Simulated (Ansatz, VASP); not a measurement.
## TiAl3: VASP beside Ansatz

INCAR

```
SYSTEM = TiAl3
PREC = Accurate
ENCUT = 520
EDIFF = 1E-6
ISMEAR = 0
SIGMA = 0.1
LREAL = .FALSE.
LASPH = .TRUE.
NELM = 60
ALGO = Normal
ISIF = 2
LWAVE = .FALSE.
LCHARG = .FALSE.
GGA = CA
NBANDS = 18
```

KPOINTS

```
Automatic mesh
0
G
  4 4 4
  0 0 0
```

File POSCAR:

```
TiAl3
1.0
    3.9556712500      0.0000000000      0.0000000000
    0.0000000000      3.9556712500      0.0000000000
    0.0000000000      0.0000000000      3.9556712500
Ti Al
1 3
Direct
    0.0000000000      0.0000000000      0.0000000000
    0.5000000000      0.5000000000      0.0000000000
    0.5000000000      0.0000000000      0.5000000000
    0.0000000000      0.5000000000      0.5000000000
```

Input for Ansatz:

```yaml
crystal:
  lattice:
    - [3.95567125, 0.0, 0.0]
    - [0.0, 3.95567125, 0.0]
    - [0.0, 0.0, 3.95567125]
  atoms:
    - { symbol: Ti, position: [0.0, 0.0, 0.0] }
    - { symbol: Al, position: [0.5, 0.5, 0.0] }
    - { symbol: Al, position: [0.5, 0.0, 0.5] }
    - { symbol: Al, position: [0.0, 0.5, 0.5] }
basis:
  ecutwfc: 420
kpoints:
  mp_grid: { grid: [4, 4, 4] }
hamiltonian:
  xc: lda
  pseudopotentials: { kind: paw, azcp: { folder: soft_1 } }
scf:
  occupations: { method: gaussian, width: 0.1 }
output:
  forces: true
  stress: true
  eigenvalues: true
```

The cell comes from a database or a generator and needn't be the stable form of this composition.

Alike in both runs: task single point; functional LDA; k mesh 4 × 4 × 4; occupations gaussian, width 0.1 eV; no spin polarisation.

|  | VASP | Ansatz |
| --- | --- | --- |
| version | VASP 6.6.1 | Ansatz 0.2.0 |
| potentials or method | VASP PAW LDA potentials, release 64 (Ti_sv, Al) | scalar-relativistic, plane waves, PAW |
| plane-wave cutoff (eV) | 520 | 420 |
| valence electrons in the cell | 21 | 21 |

```tsv
	VASP	Ansatz	Ansatz less VASP
gap on the k mesh at the Fermi level (eV)	none	none	-
pressure (GPa)	-3.5	-3.7	-0.17
```

A gap of «none» marks a metal or a gap that the smearing closes. Ansatz warned: «pseudo_functional_mismatch».

Caveats: the k mesh is coarse (spacing up to 0.40 Å⁻¹), so the values aren't converged.
